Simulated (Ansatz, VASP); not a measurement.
ZnS in VASP and in Ansatz

POSCAR

```
ZnS
1.0
    3.8109987816      0.0000000000      0.0000000000
   -1.9054993908      3.3004217586      0.0000000000
    0.0000000000      0.0000000000      6.2340000000
Zn S
2 2
Direct
    0.3333333333      0.6666666667      0.0481231954
    0.6666666667      0.3333333333      0.5000000000
    0.3333333333      0.6666666667      0.3850000000
    0.6666666667      0.3333333333      0.8850000000
```

File INCAR.step1:

```
PREC     = Accurate       # precision mode
ENCUT    = 520            # plane-wave cutoff, eV
ISMEAR   = 0              # smearing method
SIGMA    = 0.05           # smearing width, eV
LREAL    = False          # projectors in reciprocal space
LASPH    = True           # aspherical terms in the spheres
NELM     = 80             # most SCF steps
NBANDS   = 26             # bands
GGA      = PE             # functional
ALGO     = Normal         # electronic algorithm
EDIFF    = 1E-4           # SCF threshold, eV
LWAVE    = True           # write WAVECAR
LCHARG   = False          # write CHGCAR
```

Contents of INCAR.step2:

```
PREC     = Accurate       # precision mode
ENCUT    = 520            # plane-wave cutoff, eV
EDIFF    = 1E-6           # SCF threshold, eV
ISMEAR   = 0              # smearing method
SIGMA    = 0.05           # smearing width, eV
LREAL    = False          # projectors in reciprocal space
LASPH    = True           # aspherical terms in the spheres
NELM     = 80             # most SCF steps
ALGO     = Normal         # electronic algorithm
ISIF     = 2              # what is computed and relaxed
LWAVE    = False          # write WAVECAR
LCHARG   = False          # write CHGCAR
METAGGA  = R2SCAN         # meta-GGA
LMIXTAU  = True         
NBANDS   = 26             # bands
ISTART   = 1
```

KPOINTS

```
Automatic mesh
0
Gamma
  6 6 4
```

Input for Ansatz:

```yaml
crystal:
  lattice:
    - [3.8109987816, 0.0, 0.0]
    - [-1.9054993908, 3.3004217586, 0.0]
    - [0.0, 0.0, 6.234]
  atoms:
    - { symbol: Zn, position: [0.3333333333, 0.6666666667, 0.0481231954] }
    - { symbol: Zn, position: [0.6666666667, 0.3333333333, 0.5] }
    - { symbol: S, position: [0.3333333333, 0.6666666667, 0.385] }
    - { symbol: S, position: [0.6666666667, 0.3333333333, 0.885] }
basis:
  ecutwfc: 500
kpoints:
  mp_grid: { grid: [6, 6, 4] }
hamiltonian:
  xc: r2scan
scf:
  occupations: { method: gaussian, width: 0.05 }
output:
  forces: true
  stress: true
  eigenvalues: true
  write_density: true
  write_potential: true
  elf: true
  volumetric_format: npy
```

Alike in both runs: task single point; functional r2SCAN; k mesh 6 × 6 × 4; occupations gaussian, width 0.05 eV; no spin polarisation.

|  | VASP | Ansatz |
| --- | --- | --- |
| version | VASP 6.6.1 | Ansatz 0.2.0 |
| potentials or method | VASP PAW PBE potentials, release 64 (Zn, S) | scalar-relativistic, plane waves, PAW |
| plane-wave cutoff (eV) | 520 | 500 |
| valence electrons in the cell | 36 | 36 |

```tsv
	VASP	Ansatz	Ansatz less VASP
gap on the k mesh at the Fermi level (eV)	2.41	2.41	-0.001
least direct gap on the mesh (eV)	2.41	2.41	-0.001
pressure (GPa)	1.4	1.3	-0.11
largest component of the traceless stress (GPa)	4.57	4.50	-0.074
rms of the force components (eV/Å)	1.070	1.056	-0.0140
```

Atom by atom the forces differ by 0.014 eV/Å (rms over components).

Caveats: the PAW data sets were made with another functional, which shifts forces and pressure a little (VASP).
